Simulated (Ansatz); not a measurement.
## All-electron card of ZrS2

```
Zr S
1.0
     3.63000    0.00000    0.00000
    -1.81500    3.14367    0.00000
     0.00000    0.00000    5.85000
Zr S
1 2
Direct
  0.00000 0.00000 0.00000
  0.33333 0.66667 0.24920
  0.66667 0.33333 0.75080
```

Atoms are numbered in the order listed.

The cell is COD entry 5910006, as deposited and not checked against the literature; nothing was relaxed.

Methods: DFT, PBEsol, all-electron LAPW, scalar-relativistic (Ansatz 0.2.0); DFT, PBEsol, PAW with Ansatz's default frozen-core files, scalar-relativistic (Ansatz 0.2.0); DFT, PBEsol, all-electron PAW with datasets made for the crystal, scalar-relativistic (Ansatz 0.2.0).

For LAPW: a Γ-centred 10×10×5 k mesh, Fermi–Dirac smearing of 0.01 eV, basis error target 1 meV/atom, no spin polarisation. PAW takes a cutoff of 420 eV at this cell (files made with PBE, cores remade for this functional). The crystal-made all-electron datasets (AE datasets) take a cutoff of 240 eV at this cell. The Ansatz runs share mesh, smearing and spin set-up. Values come from LAPW unless marked.

No spin–orbit coupling: at heavy atoms the gradients can be off by tens of per cent for that reason.

```
Bader charges (from the PAW run) : Zr1 +2.03, S2 -1.01 e
Largest force                    : 0.073 eV/Å on S2
Smallest direct gap on the path  : 1.50 eV
Pressure at this cell            : -0.36 GPa
Band gap                         : 0.72 eV, indirect from the line K (0.333, 0.333, 0)–Γ to L (0.5, 0, 0.5)
Volume per atom                  : 150.2 bohr³
```

Predict this quantity. Field gradients Vzz (crystal-made datasets).

Zr1 -1.49 (η = 0.00), S2 0.13 (η = 0.00) in 10²¹ V/m².

Löwdin charges (with 0.13 e of the cell spilling out of the atomic basis, so their sizes and signs hang on that basis): what does the calculation give?

Zr1 0.78, S2 -0.32 e.
